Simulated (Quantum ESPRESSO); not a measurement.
**Ir under changes of volume**

One of the cells (14.059 Å³/atom); the others are scaled copies at fixed shape and fractional positions:

```xyz
1
Lattice="0.0000 1.9156 1.9156 1.9156 0.0000 1.9156 1.9156 1.9156 0.0000" Properties=species:S:1:pos:R:3 pbc="T T T"
Ir    0.0000    0.0000    0.0000
```

```yaml
Program: Quantum ESPRESSO 7.5
Functional: r2SCAN
Potentials_or_basis: SG15 PBE 1.2
Cutoff: 925 eV
Density_cutoff: 3701 eV
k_mesh: 9 × 9 × 9
Occupations: fermi-dirac, width 0.05 eV
Spin: no spin polarisation
```

```csv
volume (Å³/atom),energy over the lowest point (meV/atom),pressure (GPa)
13.215,85.90,31.6
13.496,40.12,20.8
13.778,12.15,11.3
14.059,0.00,2.8
14.340,1.89,-4.8
14.621,?,?
14.902,41.64,-17.3
```

**Question.** What does the run at 14.621 Å³/atom give?

**Answer.** Energy over the lowest point 16.24 meV/atom; pressure -11.4 GPa.

Worked out: A Birch-Murnaghan fit of order 3 (a polynomial in V^(-2/3)) to the other rows has its minimum at 14.16 Å³/atom with B0 = V·E''(V) = 386 GPa and B' = 5.0. It gives 16.24 meV/atom at 14.621 Å³/atom, against the run's 16.24, and -dE/dV = -11.5 GPa, against -11.4.

Energies are extrapolated to zero smearing.

Caveats: the potentials were made for another functional, which shifts forces and pressure.
